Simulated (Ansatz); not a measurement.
**BN at 40 GPa: from Born charge to LO–TO splitting and polaron coupling**

Computed with DFT PBE+D3(BJ), scalar-relativistic, plane waves, PAW in Ansatz. Cutoff 420 eV, 12×12×12 k-points (Γ-centred), fixed occupations. No spin polarisation. Phonons by linear response, acoustic sum rule imposed.

The cell, relaxed at 40 GPa:
```
CELL_PARAMETERS angstrom
2.46430 0.00228 -0.23459
-1.22296 2.13942 0.23458
-1.04385 -0.82556 2.08725
ATOMIC_POSITIONS crystal
B 0.07407 0.03294 0.11840
N 0.57407 0.28294 0.86840
```

Other phases may be more stable at this pressure.

Linear response gives ν_TO = 1165.4 cm⁻¹, Born charges ±1.865 e (positive on B) and ε∞ = 4.520. The primitive cell holds 10.726 Å³, and the masses are 10.810 and 14.007 amu.

Question: Find ν_LO and the static dielectric constant.

Answer: The long-wave field adds a restoring force: ω_LO² − ω_TO² = Z*²e²/(ε_vac ε∞ μV). In these units ν_LO² − ν_TO² = 4.92064×10⁷ Z*²/(μ V ε∞) cm⁻², with μ = m₁m₂/(m₁ + m₂) = 6.101 amu: 578486 cm⁻². So ν_LO = √(1165.4² + 578486) = 1391.6 cm⁻¹, and the run gives 1391.6. Lyddane–Sachs–Teller then gives ε0 = ε∞ (ν_LO/ν_TO)² = 6.45, against 6.45 in the run (it forms both from the same three quantities, so the match checks the arithmetic only). Between ν_TO and ν_LO the dielectric function is negative and an undamped crystal reflects fully: a reststrahlen band from 7.2 to 8.6 μm.

Question: What do the Clausius–Mossotti polarisability and the Szigeti charge come to?

Answer: With the Lorentz local field, α = (3V/4π)(ε∞ − 1)/(ε∞ + 2) = 1.38 Å³ for the pair, and e_S = 3Z*/(ε∞ + 2) = 0.86 e. The Born charge includes the electrons' response to the dipole's own local field, and e_S takes that enhancement out. The Lorentz field assumes point-like polarisable ions, a poor picture once ε∞ is this large, since the electron clouds then overlap or are shared, so both numbers are formal here.

Question: How strongly does a slow electron couple to the LO mode?

Answer: For one isotropic parabolic band, Fröhlich's constant is α_F = (1/ε∞ − 1/ε0) √(m* Ry/ħω_LO), with Ry = 13.606 eV, ħω_LO = 172.5 meV and m* in free-electron masses: α_F = 0.0661 × 8.88 × √m* = 0.59 √m*. The band mass isn't part of this run; for m* = 0.1, 0.3 and 1 it gives 0.19, 0.32, 0.59. In weak coupling the polaron lies α_F ħω_LO below the band edge (55 meV at m* = 0.3) with a mass m*(1 + α_F/6); past α_F of about 5 or 6 that expansion fails. A semilocal functional's ε∞ tends to be too large, which taken alone lowers α_F.

Cost: 1 run of about 1.2 core-minutes, on Intel Xeon Platinum 8175M (Skylake/Cascade Lake) (shared hosts).